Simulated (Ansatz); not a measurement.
# Si3C: how the settings move a single-point run

Aim: see which settings change the result for Si3C, by how much, and at what cost. The cell is built on a prototype (ordering on diamond) and needn't be the phase found in nature.

Program: Ansatz 0.2.0. Level of theory: reference: DFT, PBE, plane waves, PAW. These are calculated values, not measurements.

4 further runs of the same task are left out: 3 for a known fault of the program, 1 that didn't finish.

## (1) The starting structure

The structure is tetragonal, space group P-4m2 (No. 115). The conventional cell has a = 3.432 Å, b = 3.432 Å, c = 5.000 Å, α = 90.00°, β = 90.00°, γ = 90.00°. C (site symmetry -4m2) is surrounded by 4 Si at 1.99 Å. Around Si (site symmetry 2mm) lie 2 C at 1.99 Å and 2 Si at 2.27 Å. Si (site symmetry -4m2) is surrounded by 4 Si at 2.27 Å.

Coordinates:

```
C Si
1.0
     3.43181    0.00000    0.00000
     0.00000    3.43181    0.00000
     0.00000    0.00000    5.00043
C Si
1 3
Direct
  0.00000 0.00000 0.00000
  0.00000 0.50000 0.20320
  0.50000 0.50000 0.50000
  0.50000 0.00000 0.79680
```

## (2) The reference run

File input.yaml:

```yaml
crystal:
  lattice:
    - [3.4318102017, 0.0, 0.0]
    - [0.0, 3.4318102017, 0.0]
    - [0.0, 0.0, 5.0004336163]
  atoms:
    - { symbol: C, position: [0.0, 0.0, 0.0] }
    - { symbol: Si, position: [0.0, 0.5, 0.2031984776] }
    - { symbol: Si, position: [0.5, 0.5, 0.5] }
    - { symbol: Si, position: [0.5, 0.0, 0.7968015224] }
kpoints:
  mp_grid: { grid: [6, 6, 4] }
hamiltonian:
  xc: pbe
scf:
  occupations: { method: fermi_dirac, width: 0.02 }
  n_extra_bands: 5
output:
  forces: true
  stress: true
  eigenvalues: true
```

The run is started by

```sh
$ ansatz run input.yaml --threads 4 --pin off --max-ram 3686MiB --backend cpu --events-out ev --progress --plain --runs-dir out
```

Excerpt of the output:

```text
[...]
Basis set: ecut = 420 eV, 1141 PW (Γ), exchange–correlation on 48×48×72 points (8 copies of the dense FFT grid, shifted against one another)
[...]
k-points: 30 of 144 (time reversal used)
[...]
SCF iter   1: F=—  HF=-2157.251510 eV  |F-HF|=—  |Δ(HF+E_count)|=         —  Δρ=5.35e-3  dr2=4.17e-2  ethr=1.77e-3  ⟨swp⟩=6.8  Hψ=2847  notcnv=0
preconditioner: auto → none  [insulator: Δε(μ)=0.146 eV  Ē_g=9.656 eV  σ=0.020 eV  W_gap=0.73  n_scr=6 (ndim 8)  ℏωp=19.4 eV  f_vac=0.000  D(μ)=1.06/eV (n_scr^D=2)  ε∞_Penn≈5.0]
SCF iter   2: F=—  HF=-2157.243089 eV  |F-HF|=—  |Δ(HF+E_count)|=   8.42e-3  Δρ=1.26e-3  dr2=1.10e-3  ethr=2.61e-4  ⟨swp⟩=2.3  Hψ=740  notcnv=0  defer=23
[...]
SCF iter   5: F=—  HF=-2157.243000 eV  |F-HF|=—  |Δ(HF+E_count)|=   6.85e-6  Δρ=1.77e-5  dr2=1.22e-7  ethr=3.97e-8  ⟨swp⟩=2.9  Hψ=638  notcnv=0  defer=23
SCF iter   6: F=-2157.243000 eV  HF=-2157.243000 eV  |F-HF|=1.75e-9  |Δ(HF+E_count)|=   1.72e-7  Δρ=2.39e-6  dr2=2.42e-9  ethr=6.25e-10  ⟨swp⟩=7.8  Hψ=1988  notcnv=0
[...]
SCF converged after 6 iterations
Free energy (F): -2157.243000 eV
[...]
E sigma→0 (E₀):  -2157.242552 eV
[...]
Fermi energy:    8.480866 eV
[...]
  P = ⅓ Tr σ = 1.6571 GPa (16.571 kbar)
[...]
```

It took 1.3 s on 4 threads of an Arm CPU, shared host; peak memory 0.33 GiB.

## (3) Variant: ecutrho_ratio 12

input.yaml: that of step 2 with these lines changed.

```diff
@@ -17,2 +17,3 @@
   n_extra_bands: 5
+  max_iter: 97
 output:
@@ -21 +22,3 @@
   eigenvalues: true
+basis:
+  ecutrho_ratio: 12
```

The run is started by

```sh
$ ansatz run input.yaml --threads 4 --pin off --max-ram 3686MiB --backend cpu --events-out ev --progress --plain --runs-dir out
```

The program printed:

```text
Warning: RAYON_NUM_THREADS=4 ignored (pool sized by the plan → 4); use --threads N
scf.n_extra_bands = 5 over 8 filled bands (N_el = 16.0): the run solves 13 bands
Engine: ansatz 0.2.0, aarch64-unknown-linux-gnu
Pseudopotentials: kind: paw
Pseudopotential: C, paw, valence charge 4, recommended cutoff 420 eV (normal), C.paw.azcp
Pseudopotential: Si, paw, valence charge 4, recommended cutoff 420 eV (normal), Si.paw.azcp
Functional definition: PBE
  parameter kappa = 0.804
  parameter beta = 0.06672455060314922
  exchange = pbe_x(kappa = kappa, mu = beta*pi^2/3)
  correlation = pbe_c(beta = beta)
Crystal: 4 atoms, lattice volume = 58.892 Å³
Basis set: ecut = 420 eV, 1141 PW (Γ), exchange–correlation on 80×80×120 points (8 copies of the dense FFT grid, shifted against one another)
Bands: 13, of which v1, the nominal top of the filled ones, is band 8 counted from 1 (7 counted from 0)
Symmetry: 8 space group operations
Space group: P-4m2 (ITA 115), of the structure as read, at distance tolerance 3.9e-5 Å
k-points: 30 of 144 (time reversal used)
Non-local potential: C, projectors of the file, l = 0: 2, l = 1: 2, l = 2: 1
Non-local potential: Si, projectors of the file, l = 0: 2, l = 1: 2, l = 2: 2
PAW form: soft (Blöchl's): semilocal exchange-correlation on the pseudo side does not see the compensation charge
PAW one-centre angular grid: C, 110 points (default); XC on 64 Gauss nodes
PAW one-centre angular grid: Si, 110 points (default); XC on 64 Gauss nodes
Initial density: superposition of atomic densities (neutral atoms: chi_scale 0, normalization atom), corrected by the library's trained network
Initial wavefunctions: pseudopotential atomic-orbital guess
Functional: x = pbe(κ = 0.804, μ = 0.2195149727645171), c = pbe(β = 0.06672455060314922)
SCF iter   1: F=—  HF=-2157.251513 eV  |F-HF|=—  |Δ(HF+E_count)|=         —  Δρ=5.36e-3  dr2=4.17e-2  ethr=1.77e-3  ⟨swp⟩=6.7  Hψ=2838  notcnv=0
preconditioner: auto → none  [insulator: Δε(μ)=0.146 eV  Ē_g=9.656 eV  σ=0.020 eV  W_gap=0.73  n_scr=6 (ndim 8)  ℏωp=19.4 eV  f_vac=0.000  D(μ)=1.06/eV (n_scr^D=2)  ε∞_Penn≈5.0]
SCF iter   2: F=—  HF=-2157.243082 eV  |F-HF|=—  |Δ(HF+E_count)|=   8.43e-3  Δρ=1.26e-3  dr2=1.10e-3  ethr=2.61e-4  ⟨swp⟩=2.2  Hψ=739  notcnv=0  defer=23
SCF iter   3: F=—  HF=-2157.242955 eV  |F-HF|=—  |Δ(HF+E_count)|=   1.27e-4  Δρ=5.04e-4  dr2=1.27e-4  ethr=6.90e-6  ⟨swp⟩=2.5  Hψ=588  notcnv=0  defer=23
SCF iter   4: F=—  HF=-2157.242994 eV  |F-HF|=—  |Δ(HF+E_count)|=   3.94e-5  Δρ=1.33e-4  dr2=6.32e-6  ethr=7.93e-7  ⟨swp⟩=2.7  Hψ=612  notcnv=0  defer=23
SCF iter   5: F=—  HF=-2157.243006 eV  |F-HF|=—  |Δ(HF+E_count)|=   1.13e-5  Δρ=1.75e-5  dr2=1.16e-7  ethr=3.95e-8  ⟨swp⟩=2.9  Hψ=638  notcnv=0  defer=23
SCF iter   6: F=-2157.243006 eV  HF=-2157.243006 eV  |F-HF|=1.80e-9  |Δ(HF+E_count)|=   1.70e-7  Δρ=2.42e-6  dr2=2.53e-9  ethr=6.25e-10  ⟨swp⟩=7.7  Hψ=1980  notcnv=0
SCF 1 converged in 6 iterations: F = -2157.243006 eV  dr2 = 2.53e-9
SCF converged after 6 iterations
Free energy (F): -2157.243006 eV
Harris-Foulkes:  -2157.243006 eV  (|F-HF|=1.80e-9)
Internal energy: -2157.242109 eV  (E = F + TS)
E sigma→0 (E₀):  -2157.242558 eV
Entropy (-TS):   -0.000897 eV (-0.224 meV/atom)
Fermi energy:    8.480866 eV
--- Per-component energies (eV) ---
  E_band       = 35.124733
  E_kinetic    = 212.736927
  E_local      = -175.516723  (includes V_loc(G=0)·N_el)
  E_nonlocal   = 104.066151
  E_hartree    = 54.590691
  E_xc         = -214.919419
  E_vxc        = -201.612341  (∫ρ·V_xc dr)
  E_paw        = -1637.383931  (= ΣΔE_a)
  E_vpaw       = -13.730801  (= ΣTr[D̂ρ^β])
  E_aug_tail   = 0.000000  (compensation charges beyond the density's cutoff)
  E_ewald      = -500.815807
  E_smearing   = -0.000897  (= −TS)
  E_closure    = -0.000000  (closes the sum)
  Σ components = -2157.243006   (vs F -2157.243006, Δ=0.00e0)
--- Forces (eV/Å), atoms counted from 1 ---
  atom   1  C     -0.00000000     0.00000000     0.00000000
  atom   2  Si     0.00000000    -0.00000000    -0.28136754
  atom   3  Si    -0.00000000     0.00000000     0.00000000
  atom   4  Si     0.00000000    -0.00000000     0.28136754
  max |Σ_I F_I| component: 2.22e-16 eV/Å
--- Stress (GPa, compression-positive) ---
        1.517845       0.000000       0.000000
        0.000000       1.517845       0.000000
        0.000000       0.000000       1.935773
  P = ⅓ Tr σ = 1.6572 GPa (16.572 kbar)
--- Band table (eV; the first three rows and the last of 30) ---
  k-point 0: bands = ["-6.2633", "-1.2455", "-0.1602", "4.0738", "4.0738", "7.5948", "7.6419", "8.6120", "8.6120", "9.6639", "11.8034", "11.8034", "11.8215"]
  k-point 1: bands = ["-6.0643", "-2.6215", "1.6281", "4.1823", "4.1823", "6.2888", "8.0132", "8.0132", "8.3531", "10.0549", "11.1625", "12.7629", "12.7629"]
  k-point 2: bands = ["-5.7959", "-3.4381", "3.4042", "4.3075", "4.3075", "4.7725", "7.5357", "7.5357", "8.9850", "9.8479", "11.9958", "12.0655", "13.8090"]
  k-point 29: bands = ["-3.1518", "0.0460", "0.0460", "0.8919", "3.2391", "3.4527", "3.4527", "3.5579", "11.6113", "12.5397", "12.5397", "12.5857", "13.9984"]
```

It took 1.5 s on 4 threads of an Arm CPU, shared host; peak memory 0.4 GiB.

Changing the numerical grids hardly moves the energy: 0.0 meV/atom.

## (4) Changing settings: xc mr2scan

input.yaml: that of step 2 with these lines changed.

```diff
@@ -13,3 +13,3 @@
 hamiltonian:
-  xc: pbe
+  xc: mr2scan
 scf:
```

The run is started by

```sh
$ ansatz run input.yaml --threads 4 --pin off --max-ram 3686MiB --backend cpu --events-out ev --progress --plain --runs-dir out
```

The program printed:

```text
Warning: RAYON_NUM_THREADS=4 ignored (pool sized by the plan → 4); use --threads N
scf.n_extra_bands = 5 over 8 filled bands (N_el = 16.0): the run solves 13 bands
[... 2 set-up lines as earlier in the session ...]
Pseudopotential: C, paw, valence charge 4, recommended cutoff 500 eV (meta_gga), C.paw.azcp
Pseudopotential: Si, paw, valence charge 4, recommended cutoff 500 eV (meta_gga), Si.paw.azcp
Functional definition: m-r2SCAN
  exchange = m_r2scan_x
  correlation = m_r2scan_c
Crystal: 4 atoms, lattice volume = 58.892 Å³
Basis set: ecut = 500 eV, 1491 PW (Γ), exchange–correlation on 108×108×160 points (64 copies of the dense FFT grid, shifted against one another)
Bands: 13, of which v1, the nominal top of the filled ones, is band 8 counted from 1 (7 counted from 0)
[... 2 set-up lines as earlier in the session ...]
k-points: 30 of 144 (time reversal used)
[... 3 set-up lines as earlier in the session ...]
PAW frozen core: C, regenerated for the run's functional (the file was generated under x = pbe(κ = 0.804, μ = 0.2195149727645171), c = pbe(β = 0.06672455060314922))
PAW frozen core: Si, regenerated for the run's functional (the file was generated under x = pbe(κ = 0.804, μ = 0.2195149727645171), c = pbe(β = 0.06672455060314922))
PAW one-centre angular grid: C, 302 points (default); XC on 160 Gauss nodes
PAW one-centre angular grid: Si, 302 points (default); XC on 160 Gauss nodes
[... 2 set-up lines as earlier in the session ...]
Functional: x = mr2scan, c = mr2scan; τ floored in thin density (d = 2e-4 eV/Å³)
SCF iter   1: F=—  HF=-2167.750872 eV  |F-HF|=—  |Δ(HF+E_count)|=         —  Δρ=7.19e-3  dr2=5.07e-2  dr2_τ=1.16e-1  ethr=1.77e-3  ⟨swp⟩=6.8  Hψ=2870  notcnv=0
preconditioner: auto → none  [metal: Δε(μ)=0.055 eV  Ē_g=10.309 eV  σ=0.020 eV  W_gap=0.47  n_scr=6 (ndim 8)  ℏωp=19.4 eV  f_vac=0.000  D(μ)=0.95/eV (n_scr^D=2)  sad-step TF]
SCF iter   2: F=—  HF=-2167.797980 eV  |F-HF|=—  |Δ(HF+E_count)|=   4.71e-2  Δρ=4.33e-3  dr2=1.68e-2  dr2_τ=3.10e-4  ethr=3.17e-4  ⟨swp⟩=3.0  Hψ=990  notcnv=0  defer=26
SCF iter   3: F=—  HF=-2167.796898 eV  |F-HF|=—  |Δ(HF+E_count)|=   1.08e-3  Δρ=2.79e-3  dr2=6.34e-3  dr2_τ=5.28e-4  ethr=1.05e-4  ⟨swp⟩=2.8  Hψ=728  notcnv=0  defer=26
SCF iter   4: F=—  HF=-2167.795157 eV  |F-HF|=—  |Δ(HF+E_count)|=   1.74e-3  Δρ=3.56e-4  dr2=1.28e-4  dr2_τ=1.25e-6  ethr=3.96e-5  ⟨swp⟩=2.1  Hψ=703  notcnv=0  defer=26
SCF iter   5: F=—  HF=-2167.795163 eV  |F-HF|=—  |Δ(HF+E_count)|=   6.80e-6  Δρ=2.24e-4  dr2=2.58e-5  dr2_τ=5.42e-7  ethr=7.97e-7  ⟨swp⟩=2.1  Hψ=532  notcnv=0  defer=26
SCF iter   6: F=—  HF=-2167.795162 eV  |F-HF|=—  |Δ(HF+E_count)|=   1.38e-6  Δρ=5.02e-5  dr2=1.44e-6  dr2_τ=2.76e-8  ethr=1.61e-7  ⟨swp⟩=2.3  Hψ=560  notcnv=0  defer=26
SCF iter   7: F=—  HF=-2167.795163 eV  |F-HF|=—  |Δ(HF+E_count)|=   5.55e-7  Δρ=2.24e-5  dr2=3.04e-7  dr2_τ=3.66e-9  ethr=9.03e-9  ⟨swp⟩=2.1  Hψ=579  notcnv=0  defer=26
SCF iter   8: F=-2167.795163 eV  HF=-2167.795163 eV  |F-HF|=2.83e-9  |Δ(HF+E_count)|=   7.25e-8  Δρ=5.66e-6  dr2=1.87e-8  dr2_τ=1.81e-10  ethr=6.25e-10  ⟨swp⟩=8.3  Hψ=1809  notcnv=0
SCF 1 converged in 8 iterations: F = -2167.795163 eV  dr2 = 1.87e-8
SCF converged after 8 iterations
Free energy (F): -2167.795163 eV
Harris-Foulkes:  -2167.795163 eV  (|F-HF|=2.83e-9)
Internal energy: -2167.794086 eV  (E = F + TS)
E sigma→0 (E₀):  -2167.794624 eV
Entropy (-TS):   -0.001077 eV (-0.269 meV/atom)
Fermi energy:    8.542174 eV
--- Per-component energies (eV) ---
  E_band       = 29.601627
  E_kinetic    = 213.216677
  E_local      = -173.225136  (includes V_loc(G=0)·N_el)
  E_nonlocal   = 100.697037
  E_hartree    = 54.933130
  E_xc         = -203.298657
  E_vxc        = -216.735370  (∫ρ·V_xc dr)
  E_paw        = -1659.047273  (= ΣΔE_a)
  E_vpaw       = -13.696796  (= ΣTr[D̂ρ^β])
  E_aug_tail   = 0.000016  (compensation charges beyond the density's cutoff)
  E_vtau       = 9.480282  (kinetic-family band-sum trace: ∫τ·v_τ [+ j·A + Jᵃ·Aᵃ] dr)
  E_ewald      = -500.815807
  E_core_change = -0.254073  (= ΣΔE_core)
  E_smearing   = -0.001077  (= −TS)
  E_closure    = -0.000000  (closes the sum)
  Σ components = -2167.795163   (vs F -2167.795163, Δ=0.00e0)
--- Forces (eV/Å), atoms counted from 1 ---
  atom   1  C      0.00000000     0.00000000     0.00000000
  atom   2  Si     0.00000000    -0.00000000    -0.06918958
  atom   3  Si    -0.00000000     0.00000000     0.00000000
  atom   4  Si     0.00000000    -0.00000000     0.06918958
  max |Σ_I F_I| component: 3.19e-16 eV/Å
--- Stress (GPa, compression-positive) ---
       -0.126156       0.000000       0.000000
        0.000000      -0.126156       0.000000
        0.000000       0.000000       0.076597
  P = ⅓ Tr σ = -0.0586 GPa (-0.586 kbar)
--- Band table (eV; the first three rows and the last of 30) ---
  k-point 0: bands = ["-7.1021", "-1.8039", "-0.5640", "3.7971", "3.7971", "7.5071", "7.7277", "8.6009", "8.6009", "9.9257", "12.0088", "12.0088", "12.0351"]
  k-point 1: bands = ["-6.9046", "-3.1895", "1.2615", "3.9116", "3.9116", "6.1796", "7.9685", "7.9685", "8.4639", "10.3455", "11.3633", "13.0335", "13.0335"]
  k-point 2: bands = ["-6.6447", "-4.0170", "3.0842", "4.0434", "4.0434", "4.6218", "7.4641", "7.4641", "9.1425", "10.0909", "12.2448", "12.4033", "14.1591"]
  k-point 29: bands = ["-3.9947", "-0.3342", "-0.3342", "0.5199", "2.9717", "3.1899", "3.1899", "3.3181", "11.8836", "12.8804", "12.8804", "12.9225", "14.4154"]
```

Run time: 3.7 s. Hardware: 4 threads of an Arm CPU, shared host; peak memory 0.45 GiB.

After a change of functional the difference of the totals has no physical meaning; the pressure goes from 1.7 to -0.1 GPa and the largest force goes from 0.28 to 0.07 eV/Å. At this fixed cell a lower pressure means that this functional prefers a smaller volume than the reference. Cost: 8 SCF cycles against 6, 3.7 s against 1.3 s.

## (5) Changed: xc lda

input.yaml: that of step 2 with these lines changed.

```diff
@@ -13,3 +13,3 @@
 hamiltonian:
-  xc: pbe
+  xc: lda
 scf:
```

The run is started by

```sh
$ ansatz run input.yaml --threads 4 --pin off --max-ram 3686MiB --backend cpu --events-out ev --progress --plain --runs-dir out
```

The program printed:

```text
Warning: RAYON_NUM_THREADS=4 ignored (pool sized by the plan → 4); use --threads N
scf.n_extra_bands = 5 over 8 filled bands (N_el = 16.0): the run solves 13 bands
[... 4 set-up lines as earlier in the session ...]
Functional definition: SPW92
  exchange = slater_x
  correlation = pw_c
Crystal: 4 atoms, lattice volume = 58.892 Å³
Basis set: ecut = 420 eV, 1141 PW (Γ)
Bands: 13, of which v1, the nominal top of the filled ones, is band 8 counted from 1 (7 counted from 0)
[... 2 set-up lines as earlier in the session ...]
k-points: 30 of 144 (time reversal used)
[... 3 set-up lines as earlier in the session ...]
PAW frozen core: C, regenerated for the run's functional, and the local potential with it (the file was generated under x = pbe(κ = 0.804, μ = 0.2195149727645171), c = pbe(β = 0.06672455060314922))
PAW frozen core: Si, regenerated for the run's functional, and the local potential with it (the file was generated under x = pbe(κ = 0.804, μ = 0.2195149727645171), c = pbe(β = 0.06672455060314922))
[... 4 set-up lines as earlier in the session ...]
Functional: x = slater, c = lda
SCF iter   1: F=—  HF=-2067.959418 eV  |F-HF|=—  |Δ(HF+E_count)|=         —  Δρ=8.15e-3  dr2=7.42e-2  ethr=1.77e-3  ⟨swp⟩=6.8  Hψ=2835  notcnv=0
preconditioner: auto → none  [insulator: Δε(μ)=0.156 eV  Ē_g=9.576 eV  σ=0.020 eV  W_gap=0.74  n_scr=6 (ndim 8)  ℏωp=19.4 eV  f_vac=0.000  D(μ)=1.06/eV (n_scr^D=2)  ε∞_Penn≈5.1]
SCF iter   2: F=—  HF=-2067.942138 eV  |F-HF|=—  |Δ(HF+E_count)|=   1.73e-2  Δρ=2.23e-3  dr2=2.12e-3  ethr=4.64e-4  ⟨swp⟩=2.1  Hψ=738  notcnv=0  defer=20
SCF iter   3: F=—  HF=-2067.941432 eV  |F-HF|=—  |Δ(HF+E_count)|=   7.06e-4  Δρ=7.92e-4  dr2=2.18e-4  ethr=1.33e-5  ⟨swp⟩=2.4  Hψ=596  notcnv=0  defer=22
SCF iter   4: F=—  HF=-2067.941382 eV  |F-HF|=—  |Δ(HF+E_count)|=   4.98e-5  Δρ=1.69e-4  dr2=1.02e-5  ethr=1.36e-6  ⟨swp⟩=2.4  Hψ=558  notcnv=0  defer=22
SCF iter   5: F=—  HF=-2067.941381 eV  |F-HF|=—  |Δ(HF+E_count)|=   9.67e-7  Δρ=2.19e-5  dr2=1.78e-7  ethr=6.36e-8  ⟨swp⟩=2.4  Hψ=563  notcnv=0  defer=22
SCF iter   6: F=-2067.941381 eV  HF=-2067.941381 eV  |F-HF|=1.08e-9  |Δ(HF+E_count)|=   8.50e-9  Δρ=3.59e-6  dr2=4.32e-9  ethr=6.25e-10  ⟨swp⟩=7.9  Hψ=1939  notcnv=0
SCF 1 converged in 6 iterations: F = -2067.941381 eV  dr2 = 4.32e-9
SCF converged after 6 iterations
Free energy (F): -2067.941381 eV
Harris-Foulkes:  -2067.941381 eV  (|F-HF|=1.08e-9)
Internal energy: -2067.940510 eV  (E = F + TS)
E sigma→0 (E₀):  -2067.940946 eV
Entropy (-TS):   -0.000871 eV (-0.218 meV/atom)
Fermi energy:    8.255611 eV
--- Per-component energies (eV) ---
  E_band       = 32.036341
  E_kinetic    = 212.864225
  E_local      = -179.426565  (includes V_loc(G=0)·N_el)
  E_nonlocal   = 108.061182
  E_hartree    = 54.314588
  E_xc         = -213.351850
  E_vxc        = -202.350594  (∫ρ·V_xc dr)
  E_paw        = -1549.902132  (= ΣΔE_a)
  E_vpaw       = -15.741527  (= ΣTr[D̂ρ^β])
  E_aug_tail   = 0.000026  (compensation charges beyond the density's cutoff)
  E_ewald      = -500.815807
  E_core_change = 0.315825  (= ΣΔE_core)
  E_smearing   = -0.000871  (= −TS)
  E_closure    = 0.000000  (closes the sum)
  Σ components = -2067.941381   (vs F -2067.941381, Δ=0.00e0)
--- Forces (eV/Å), atoms counted from 1 ---
  atom   1  C      0.00000000     0.00000000     0.00000000
  atom   2  Si     0.00000000    -0.00000000    -0.29533340
  atom   3  Si    -0.00000000     0.00000000     0.00000000
  atom   4  Si     0.00000000    -0.00000000     0.29533340
  max |Σ_I F_I| component: 1.87e-16 eV/Å
--- Stress (GPa, compression-positive) ---
       -3.574191       0.000000       0.000000
        0.000000      -3.574191       0.000000
        0.000000       0.000000      -3.164155
  P = ⅓ Tr σ = -3.4375 GPa (-34.375 kbar)
--- Band table (eV; the first three rows and the last of 30) ---
  k-point 0: bands = ["-6.4010", "-1.3848", "-0.3724", "3.8557", "3.8557", "7.3874", "7.4392", "8.4065", "8.4065", "9.3436", "11.5538", "11.5538", "11.5735"]
  k-point 1: bands = ["-6.1969", "-2.7991", "1.4543", "3.9630", "3.9630", "6.0926", "7.8074", "7.8074", "8.1226", "9.7261", "10.9160", "12.5109", "12.5109"]
  k-point 2: bands = ["-5.9177", "-3.6310", "3.2727", "4.0864", "4.0864", "4.5402", "7.3314", "7.3314", "8.7581", "9.5254", "11.7415", "11.7880", "13.5528"]
  k-point 29: bands = ["-3.2049", "-0.1734", "-0.1734", "0.7068", "3.0431", "3.2368", "3.2368", "3.3138", "11.3388", "12.2597", "12.2597", "12.3427", "13.7364"]
```

It took 1.3 s on 4 threads of an Arm CPU, shared host; peak memory 0.32 GiB.

Total energies don't compare across a change of functional; the pressure goes from 1.7 to -3.4 GPa. At this fixed cell a lower pressure means that this functional prefers a smaller volume than the reference.

## (6) Side by side

```
                run     ending   energy change  pressure (GPa)  gap (eV)  force (eV/Å)  cycles   time
          reference  converged               0             1.7      0.00          0.28       6  1.3 s
1: ecutrho_ratio 12  converged    0.0 meV/atom             1.7      0.00          0.28       6  1.5 s
      2: xc mr2scan  converged  not comparable            -0.1      0.00          0.07       8  3.7 s
          3: xc lda  converged  not comparable            -3.4      0.00          0.30       6  1.3 s
```

Residual by cycle in the longest SCF loop of each run; runs are numbered as in the table. The quantity is the density residual dr2, in eV.

```
cycle  reference   run 1    run 2    run 3
    1     0.0417  0.0417   0.0507   0.0742
    2     0.0011  0.0011   0.0168  0.00212
    3     1.3e-4  1.3e-4  0.00634   2.2e-4
    4     6.4e-6  6.3e-6   1.3e-4   1.0e-5
    5     1.2e-7  1.2e-7   2.6e-5   1.8e-7
    6     2.4e-9  2.5e-9   1.4e-6   4.3e-9
    7          -       -   3.0e-7        -
    8          -       -   1.9e-8        -
```

What this shows: «ecutrho_ratio 12» leaves the energy as it was. The pressure spans -3.4 to 1.7 GPa over the reference and the converged variants. Of the variants the dearest is «xc mr2scan» (3.7 s), the cheapest «xc lda» (1.3 s), on a shared host.
